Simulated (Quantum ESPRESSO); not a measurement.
# Os (P6_3/mmc) in Quantum ESPRESSO: a series of runs, part 2 of 3

Quantum ESPRESSO 7.5. Earlier steps stand in the parts before.

### Step 3. Phonons, PBE, target pressure 5 GPa, at which the enthalpy is minimised

Contents of pw.in:

```
&CONTROL
  calculation = 'scf'
  prefix = 'pwscf'
  outdir = './tmp'
  pseudo_dir = './pseudo'
  tprnfor = .true.
  tstress = .true.
  disk_io = 'low'
/
&SYSTEM
  ibrav = 0
  celldm(1) = 8
  nat = 2
  ntyp = 1
  ecutwfc = 45
  ecutrho = 360
  nbnd = 24
  occupations = 'smearing'
  smearing = 'mv'
  degauss = 0.01469973
/
&ELECTRONS
  conv_thr = 4d-10
  electron_maxstep = 120
  mixing_beta = 0.5
/
ATOMIC_SPECIES
Os   190.2300 os_pbe_v1.2.uspp.F.UPF
CELL_PARAMETERS alat
  0.6458375246674   0.0000000000000   0.0000000000000
 -0.3229187623337   0.5593117030823   0.0000000000000
  0.0000000000000   0.0000000000000   1.0203812425682
ATOMIC_POSITIONS crystal
Os     0.6666666667    0.3333333333    0.7500000000
Os     0.3333333333    0.6666666667    0.2500000000
K_POINTS automatic
9 9 5 0 0 0
```

Contents of relax.in:

```
&CONTROL
  calculation = 'vc-relax'
  prefix = 'pwscf'
  outdir = './tmp'
  pseudo_dir = './pseudo'
  tprnfor = .true.
  tstress = .true.
  disk_io = 'low'
  nstep = 40
  forc_conv_thr = 0.0001
  etot_conv_thr = 1d-06
/
&SYSTEM
  ibrav = 0
  celldm(1) = 8
  nat = 2
  ntyp = 1
  ecutwfc = 45
  ecutrho = 360
  nbnd = 24
  occupations = 'smearing'
  smearing = 'mv'
  degauss = 0.01469973
/
&ELECTRONS
  conv_thr = 4d-10
  electron_maxstep = 120
  mixing_beta = 0.5
/
&IONS
  ion_dynamics = 'bfgs'
/
&CELL
  cell_dynamics = 'bfgs'
  press = 50
  press_conv_thr = 0.2
/
ATOMIC_SPECIES
Os   190.2300 os_pbe_v1.2.uspp.F.UPF
CELL_PARAMETERS alat
  0.6458375246692   0.0000000000000   0.0000000000000
 -0.3229187623346   0.5593117030808   0.0000000000000
  0.0000000000000   0.0000000000000   1.0203812425682
ATOMIC_POSITIONS crystal
Os     0.6666666666    0.3333333332    0.7500000000
Os     0.3333333332    0.6666666666    0.2500000000
K_POINTS automatic
9 9 5 0 0 0
```

Contents of scf2.in:

```
&CONTROL
  calculation = 'scf'
  prefix = 'pwscf'
  outdir = './tmp'
  pseudo_dir = './pseudo'
  tprnfor = .true.
  tstress = .true.
  disk_io = 'low'
/
&SYSTEM
  ibrav = 0
  celldm(1) = 8
  nat = 2
  ntyp = 1
  ecutwfc = 45
  ecutrho = 360
  nbnd = 24
  occupations = 'smearing'
  smearing = 'mv'
  degauss = 0.01469973
/
&ELECTRONS
  conv_thr = 1d-13
  electron_maxstep = 120
  mixing_beta = 0.5
  startingpot = 'file'
  startingwfc = 'file'
/
ATOMIC_SPECIES
Os   190.2300 os_pbe_v1.2.uspp.F.UPF
CELL_PARAMETERS alat
  0.6469020932878   0.0000000000000   0.0000000000000
 -0.3234510466439   0.5602336465486   0.0000000000000
  0.0000000000000   0.0000000000000   1.0237199524817
ATOMIC_POSITIONS crystal
Os     0.6666666665    0.3333333331    0.7500000000
Os     0.3333333331    0.6666666665    0.2500000000
K_POINTS automatic
9 9 5 0 0 0
```

Contents of ph.in:

```
phonons of Os
&INPUTPH
  prefix = 'pwscf'
  outdir = './tmp'
  tr2_ph = 1d-18
  fildyn = 'dyn'
  niter_ph = 90
  alpha_mix(1) = 0.4
/
0.0000000000 0.0000000000 0.0000000000
```

Contents of dynmat.in:

```
&INPUT
  fildyn = 'dyn'
  asr = 'crystal'
  filout = 'dynmat.disp'
  fileig = 'dynmat.eig'
/
```

Potentials or basis: GBRV 1.5 PBE.

Launch:

```console
OMP_NUM_THREADS=1 pw.x -in pw.in > pw.out
OMP_NUM_THREADS=1 pw.x -in relax.in > relax.out
OMP_NUM_THREADS=1 pw.x -in scf2.in > scf2.out
OMP_NUM_THREADS=1 ph.x -in ph.in > ph.out
OMP_NUM_THREADS=1 dynmat.x -in dynmat.in > dynmat.out
```

pw.out:

```text
This program is part of the open-source Quantum ESPRESSO suite
     for quantum simulation of materials; please cite
[... 9 lines left out ...]
     --------------------
     sticks:   dense  smooth     PW     G-vecs:    dense   smooth      PW
     Sum         661     337    109                21793     7631    1387

     Using Slab Decomposition

     bravais-lattice index     =            0
     lattice parameter (alat)  =       8.0000  a.u.
     unit-cell volume          =     188.7164 (a.u.)^3
     number of atoms/cell      =            2
     number of atomic types    =            1
     number of electrons       =        32.00
     number of Kohn-Sham states=           24
     kinetic-energy cutoff     =      45.0000  Ry
     charge density cutoff     =     360.0000  Ry
     scf convergence threshold =      4.0E-10
     mixing beta               =       0.5000
     number of iterations used =            8  plain     mixing
     Exchange-correlation= SLA  PW   PBE  PBE
                           (   1   4   3   4   0   0   0)

     celldm(1)=   8.000000  celldm(2)=   0.000000  celldm(3)=   0.000000
     celldm(4)=   0.000000  celldm(5)=   0.000000  celldm(6)=   0.000000

     crystal axes: (cart. coord. in units of alat)
               a(1) = (   0.645838   0.000000   0.000000 )
               a(2) = (  -0.322919   0.559312   0.000000 )
               a(3) = (   0.000000   0.000000   1.020381 )

     reciprocal axes: (cart. coord. in units 2 pi/alat)
               b(1) = (  1.548377  0.893956 -0.000000 )
               b(2) = (  0.000000  1.787912  0.000000 )
               b(3) = (  0.000000 -0.000000  0.980026 )

     PseudoPot. # 1 for Os read from file:
     os_pbe_v1.2.uspp.F.UPF
     Pseudo is Ultrasoft + core correction, Zval = 16.0
[... 72 lines left out ...]
     negative rho (up, down):  2.580E-01 0.000E+00
     Starting wfcs are   26 randomized atomic wfcs

     Self-consistent Calculation

     iteration #  1     ecut=    45.00 Ry     beta= 0.50
     Davidson diagonalization with overlap
     ethr =  1.00E-02,  avg # of iterations =  4.0

     negative rho (up, down):  2.603E-01 0.000E+00
[... 67 lines left out ...]
     iteration #  9     ecut=    45.00 Ry     beta= 0.50
     Davidson diagonalization with overlap
     ethr =  7.74E-12,  avg # of iterations =  2.0

     negative rho (up, down):  2.550E-01 0.000E+00

     End of self-consistent calculation

          k = 0.0000 0.0000 0.0000 (   977 PWs)   bands (ev):

   -60.2979 -60.1820 -20.2408 -19.3192 -19.3192 -19.1415 -19.1415 -19.0736
    15.4622  18.6150  23.3628  23.3628  23.6305  24.2064  24.2064  24.8705
    24.8705  26.4284  28.1254  28.1254  35.4470  39.7222  42.1580  43.4108
[... 207 lines left out ...]
   -60.1751 -60.1751 -19.9950 -19.9950 -19.8061 -19.6920 -19.3027 -19.3027
    20.6162  20.6162  21.0516  21.7165  22.9735  22.9735  24.8622  25.5488
    28.0722  28.0722  33.9829  33.9829  36.6348  36.6348  36.8790  38.5188

     the Fermi energy is    26.6053 ev

!    total energy              =    -397.16023601 Ry
     estimated scf accuracy    <          4.9E-11 Ry
     smearing contrib. (-TS)   =      -0.00030989 Ry
     internal energy E=F+TS    =    -397.15992612 Ry

     The total energy is F=E-TS. E is the sum of the following terms:
     one-electron contribution =     -41.66171981 Ry
     hartree contribution      =      44.26453129 Ry
     xc contribution           =     -75.00307687 Ry
     ewald contribution        =    -324.75966073 Ry

     convergence has been achieved in   9 iterations

     negative rho (up, down):  2.550E-01 0.000E+00

     Forces acting on atoms (cartesian axes, Ry/au):

     atom    1 type  1   force =     0.00000000   -0.00000000    0.00000000
     atom    2 type  1   force =     0.00000000    0.00000000    0.00000000

     Total force =     0.000000     Total SCF correction =     0.000000

     Computing stress (Cartesian axis) and pressure

     negative rho (up, down):  2.550E-01 0.000E+00
          total   stress  (Ry/bohr**3)                   (kbar)     P=       78.46
   0.00050438   0.00000000   0.00000000           74.20        0.00        0.00
   0.00000000   0.00050438   0.00000000            0.00       74.20        0.00
   0.00000000   0.00000000   0.00059137            0.00        0.00       86.99

=------------------------------------------------------------------------------=
   JOB DONE.
=------------------------------------------------------------------------------=
```

relax.out:

```text
This program is part of the open-source Quantum ESPRESSO suite
     for quantum simulation of materials; please cite
[... 9 lines left out ...]
     --------------------
     sticks:   dense  smooth     PW     G-vecs:    dense   smooth      PW
     Sum         661     337    109                21793     7631    1387
[... 2220 lines left out ...]
   0.00033943  -0.00000000   0.00000000           49.93       -0.00        0.00
  -0.00000000   0.00033943  -0.00000000           -0.00       49.93       -0.00
   0.00000000  -0.00000000   0.00033919            0.00       -0.00       49.90

=------------------------------------------------------------------------------=
   JOB DONE.
=------------------------------------------------------------------------------=
```

scf2.out:

```text
This program is part of the open-source Quantum ESPRESSO suite
     for quantum simulation of materials; please cite
[... 9 lines left out ...]
     --------------------
     sticks:   dense  smooth     PW     G-vecs:    dense   smooth      PW
     Sum         673     337    109                21889     7727    1387
[... 367 lines left out ...]
   0.00033945  -0.00000000   0.00000000           49.93       -0.00        0.00
  -0.00000000   0.00033945  -0.00000000           -0.00       49.93       -0.00
   0.00000000   0.00000000   0.00033920            0.00        0.00       49.90

=------------------------------------------------------------------------------=
   JOB DONE.
=------------------------------------------------------------------------------=
```

It took 7.8 min on 1 thread of Intel Xeon Platinum 8259CL at 2.50GHz (Skylake/Cascade Lake), shared host; peak memory 0.25 GiB.

Results:

* Free energy: -5403.6481 eV
* Relaxed volume: 14.07 Å³/atom
* Relaxed cell: a = 2.739 Å, b = 2.739 Å, c = 4.334 Å, α = 90.00°, β = 90.00°, γ = 120.00°
* Space group after relaxing (to 0.05 Å): P6_3/mmc (No. 194)
* Pressure after relaxing: 5.0 GPa
* Band gap on the k mesh: none (metal or under the smearing width)
* Highest phonon frequency at Γ: 228 cm⁻¹

The path:
```csv
step,energy change (eV),largest force (eV/Å),pressure (GPa),volume (Å³)
1,0.0000,0.0000,7.85,27.96
2,-0.0121,0.0000,1.71,28.37
3,-0.0076,0.0000,4.95,28.15
4,-0.0075,0.0000,5.00,28.15
5,-0.0075,0.0000,5.00,28.15
```

Final structure:
```xyz
2
Lattice="2.7386 0.0000 0.0000 -1.3693 2.3717 0.0000 0.0000 0.0000 4.3338" Properties=species:S:1:pos:R:3 pbc="T T T"
Os    1.3693    0.7906    3.2504
Os    0.0000    1.5811    1.0835
```

Phonon frequencies in cm⁻¹ (negative: imaginary):
| q point | frequencies |
| --- | --- |
| (0.000, 0.000, 0.000) | 0 0 1 170 170 228 |

Optical modes at Γ, degenerate ones joined:
```tsv
cm⁻¹	components	symmetry	active in
170	2	E2g	Raman
228	1	B1g	silent
```

Caveat: the mesh is thin for the phonons of a metal; the cell is more than 3 GPa from zero pressure, which shifts response properties.

### Step 4. Phonons, PBE, target pressure 10 GPa, at which the enthalpy is minimised

pw.in is that of step 3.

relax.in, as its differences from that of step 3:

```diff
@@ -34,3 +34,3 @@
   cell_dynamics = 'bfgs'
-  press = 50
+  press = 100
   press_conv_thr = 0.2
```

scf2.in, as its differences from that of step 3:

```diff
@@ -31,5 +31,5 @@
 CELL_PARAMETERS alat
-  0.6469020932878   0.0000000000000   0.0000000000000
- -0.3234510466439   0.5602336465486   0.0000000000000
-  0.0000000000000   0.0000000000000   1.0237199524817
+  0.6443316171812   0.0000000000000   0.0000000000000
+ -0.3221658085906   0.5580075489405   0.0000000000000
+  0.0000000000000   0.0000000000000   1.0200847073589
 ATOMIC_POSITIONS crystal
```

ph.in is that of step 3.

dynmat.in is that of step 3.

Potentials or basis: GBRV 1.5 PBE.

Launch:

```console
OMP_NUM_THREADS=1 pw.x -in pw.in > pw.out
OMP_NUM_THREADS=1 pw.x -in relax.in > relax.out
OMP_NUM_THREADS=1 pw.x -in scf2.in > scf2.out
OMP_NUM_THREADS=1 ph.x -in ph.in > ph.out
OMP_NUM_THREADS=1 dynmat.x -in dynmat.in > dynmat.out
```

pw.out:

```text
This program is part of the open-source Quantum ESPRESSO suite
     for quantum simulation of materials; please cite
[... 9 lines left out ...]
     --------------------
     sticks:   dense  smooth     PW     G-vecs:    dense   smooth      PW
     Sum         661     337    109                21793     7631    1387

     Using Slab Decomposition

     bravais-lattice index     =            0
     lattice parameter (alat)  =       8.0000  a.u.
     unit-cell volume          =     188.7164 (a.u.)^3
     number of atoms/cell      =            2
     number of atomic types    =            1
     number of electrons       =        32.00
     number of Kohn-Sham states=           24
     kinetic-energy cutoff     =      45.0000  Ry
     charge density cutoff     =     360.0000  Ry
     scf convergence threshold =      4.0E-10
     mixing beta               =       0.5000
     number of iterations used =            8  plain     mixing
     Exchange-correlation= SLA  PW   PBE  PBE
                           (   1   4   3   4   0   0   0)

     celldm(1)=   8.000000  celldm(2)=   0.000000  celldm(3)=   0.000000
     celldm(4)=   0.000000  celldm(5)=   0.000000  celldm(6)=   0.000000

     crystal axes: (cart. coord. in units of alat)
               a(1) = (   0.645838   0.000000   0.000000 )
               a(2) = (  -0.322919   0.559312   0.000000 )
               a(3) = (   0.000000   0.000000   1.020381 )

     reciprocal axes: (cart. coord. in units 2 pi/alat)
               b(1) = (  1.548377  0.893956 -0.000000 )
               b(2) = (  0.000000  1.787912  0.000000 )
               b(3) = (  0.000000 -0.000000  0.980026 )

     PseudoPot. # 1 for Os read from file:
     os_pbe_v1.2.uspp.F.UPF
     Pseudo is Ultrasoft + core correction, Zval = 16.0
[... 72 lines left out ...]
     negative rho (up, down):  2.580E-01 0.000E+00
     Starting wfcs are   26 randomized atomic wfcs

     Self-consistent Calculation

     iteration #  1     ecut=    45.00 Ry     beta= 0.50
     Davidson diagonalization with overlap
     ethr =  1.00E-02,  avg # of iterations =  4.0

     negative rho (up, down):  2.603E-01 0.000E+00
[... 67 lines left out ...]
     iteration #  9     ecut=    45.00 Ry     beta= 0.50
     Davidson diagonalization with overlap
     ethr =  7.74E-12,  avg # of iterations =  2.0

     negative rho (up, down):  2.550E-01 0.000E+00

     End of self-consistent calculation

          k = 0.0000 0.0000 0.0000 (   977 PWs)   bands (ev):

   -60.2979 -60.1820 -20.2408 -19.3192 -19.3192 -19.1415 -19.1415 -19.0736
    15.4622  18.6150  23.3628  23.3628  23.6305  24.2064  24.2064  24.8705
    24.8705  26.4284  28.1254  28.1254  35.4470  39.7222  42.1580  43.4108
[... 207 lines left out ...]
   -60.1751 -60.1751 -19.9950 -19.9950 -19.8061 -19.6920 -19.3027 -19.3027
    20.6162  20.6162  21.0516  21.7165  22.9735  22.9735  24.8622  25.5488
    28.0722  28.0722  33.9829  33.9829  36.6348  36.6348  36.8790  38.5188

     the Fermi energy is    26.6053 ev

!    total energy              =    -397.16023601 Ry
     estimated scf accuracy    <          4.9E-11 Ry
     smearing contrib. (-TS)   =      -0.00030989 Ry
     internal energy E=F+TS    =    -397.15992612 Ry

     The total energy is F=E-TS. E is the sum of the following terms:
     one-electron contribution =     -41.66171981 Ry
     hartree contribution      =      44.26453129 Ry
     xc contribution           =     -75.00307687 Ry
     ewald contribution        =    -324.75966073 Ry

     convergence has been achieved in   9 iterations

     negative rho (up, down):  2.550E-01 0.000E+00

     Forces acting on atoms (cartesian axes, Ry/au):

     atom    1 type  1   force =     0.00000000   -0.00000000    0.00000000
     atom    2 type  1   force =     0.00000000    0.00000000    0.00000000

     Total force =     0.000000     Total SCF correction =     0.000000

     Computing stress (Cartesian axis) and pressure

     negative rho (up, down):  2.550E-01 0.000E+00
          total   stress  (Ry/bohr**3)                   (kbar)     P=       78.46
   0.00050438  -0.00000000   0.00000000           74.20       -0.00        0.00
  -0.00000000   0.00050438   0.00000000           -0.00       74.20        0.00
   0.00000000   0.00000000   0.00059137            0.00        0.00       86.99

=------------------------------------------------------------------------------=
   JOB DONE.
=------------------------------------------------------------------------------=
```

relax.out:

```text
This program is part of the open-source Quantum ESPRESSO suite
     for quantum simulation of materials; please cite
[... 9 lines left out ...]
     --------------------
     sticks:   dense  smooth     PW     G-vecs:    dense   smooth      PW
     Sum         661     337    109                21793     7631    1387
[... 2220 lines left out ...]
   0.00068023  -0.00000000   0.00000000          100.06       -0.00        0.00
  -0.00000000   0.00068023  -0.00000000           -0.00      100.06       -0.00
   0.00000000  -0.00000000   0.00068009            0.00       -0.00      100.05

=------------------------------------------------------------------------------=
   JOB DONE.
=------------------------------------------------------------------------------=
```

scf2.out:

```text
This program is part of the open-source Quantum ESPRESSO suite
     for quantum simulation of materials; please cite
[... 9 lines left out ...]
     --------------------
     sticks:   dense  smooth     PW     G-vecs:    dense   smooth      PW
     Sum         661     313    109                21649     7571    1387
[... 367 lines left out ...]
   0.00068024  -0.00000000  -0.00000000          100.07       -0.00       -0.00
  -0.00000000   0.00068024   0.00000000           -0.00      100.07        0.00
   0.00000000   0.00000000   0.00068010            0.00        0.00      100.05

=------------------------------------------------------------------------------=
   JOB DONE.
=------------------------------------------------------------------------------=
```

Run time: 9.4 min. Hardware: 1 thread of Intel Xeon Platinum 8259CL at 2.50GHz (Skylake/Cascade Lake), shared host; peak memory 0.26 GiB.

What came out:

```
Free energy                            : -5403.6325 eV
Relaxed volume                         : 13.91 Å³/atom
Relaxed cell                           : a = 2.728 Å, b = 2.728 Å, c = 4.318 Å, α = 90.00°, β = 90.00°, γ = 120.00°
Space group after relaxing (to 0.05 Å) : P6_3/mmc (No. 194)
Pressure after relaxing                : 10.0 GPa
Band gap on the k mesh                 : none (metal or under the smearing width)
Highest phonon frequency at Γ          : 235 cm⁻¹
```

The path:
```
step  energy change (eV)  largest force (eV/Å)  pressure (GPa)  volume (Å³)
   1              0.0000                0.0000            7.85        27.96
   2              0.0194                0.0000           12.74        27.66
   3              0.0079                0.0000           10.08        27.82
   4              0.0075                0.0000            9.98        27.83
   5              0.0075                0.0000           10.00        27.83
```

Final structure:
```
CELL_PARAMETERS angstrom
2.72772 0.00000 0.00000
-1.36386 2.36228 0.00000
0.00000 0.00000 4.31844
ATOMIC_POSITIONS crystal
Os 0.66667 0.33333 0.75000
Os 0.33333 0.66667 0.25000
```

Phonon frequencies in cm⁻¹ (negative: imaginary):
```tsv
q point	frequencies
(0.000, 0.000, 0.000)	0 0 1 173 173 235
```

Optical modes at Γ, degenerate ones joined:
| cm⁻¹ | components | symmetry | active in |
| --- | --- | --- | --- |
| 173 | 2 | E2g | Raman |
| 235 | 1 | B1g | silent |

Caveat: the mesh is thin for the phonons of a metal; the cell is more than 3 GPa from zero pressure, which shifts response properties.

[end of part 2 of 3]
